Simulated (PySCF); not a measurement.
Compound: C4H9NO.
Atom-mapped SMILES: `[CH2:1]1[CH2:2][O:3][CH2:4][CH2:5][NH:6]1` (hydrogens: H7, H8 on C1; H9, H10 on C2; H11, H12 on C4; H13, H14 on C5; H15 on N6)

The geometry is computed with GFN2-xTB (gas phase).

Question: Give the optimised bond lengths and angles.

Answer: 
| bond | length (bohr) | order |
| --- | --- | --- |
| C1–C2, C4–C5 | 2.899 | single |
| C2–O3, O3–C4 | 2.669 | single |
| C1–N6, C5–N6 | 2.749 | single |
| C1–H7 and 3 like bonds | 2.064 | single |
| C2–H9, C4–H11 | 2.085 | single |
| C2–H10, C4–H12 | 2.062 | single |
| N6–H15 | 1.923 | single |

Bonds in one row agree within 0.02 bohr and their mean is given. Orders are formal, as drawn. A selection of angles:
| angle | degrees |
| --- | --- |
| C2–C1–N6 | 111.8 |
| C2–C1–H7 | 110.2 |
| N6–C1–H7 | 109.1 |
| N6–C1–H8 | 107.3 |
| H7–C1–H8 | 109.0 |
| C1–C2–O3 | 111.2 |
| C1–C2–H9 | 109.5 |
| C1–C2–H10 | 111.3 |
| O3–C2–H9 | 109.5 |
| O3–C2–H10 | 106.1 |
| H9–C2–H10 | 109.1 |
| C2–O3–C4 | 111.3 |
| C5–N6–H15 | 109.3 |
| C1–N6–C5 | 109.7 |

Torsions: N6–C1–C2–O3 -56° (synclinal); C1–C2–O3–C4 57° (synclinal); C2–O3–C4–C5 -57° (synclinal); O3–C4–C5–N6 56° (synclinal); C4–C5–N6–C1 -53° (synclinal); C2–C1–N6–C5 53° (synclinal).

Of the pairs four or more bonds apart, H9···H11 is among the closest relative to their van der Waals radii: 2.43 Å, 101 % of the sum of Bondi's values. The 6-membered ring C1–C2–O3–C4–C5–N6 has internal angles of 109.7° to 111.8° (sum 667°, against 720° for a flat polygon); it is puckered, 0.22 Å rms from its mean plane, widest ring torsion 57°. N6 (secondary amine nitrogen) is pyramidal (angles 109.7°, 109.4° and 109.3°, sum 328.4°, 0.42 Å off the plane of its three neighbours).

Point group: Cs (every atom within 0.08 Å of its image). Not checked by GFN2-xTB frequencies. One conformer, not necessarily the lowest.
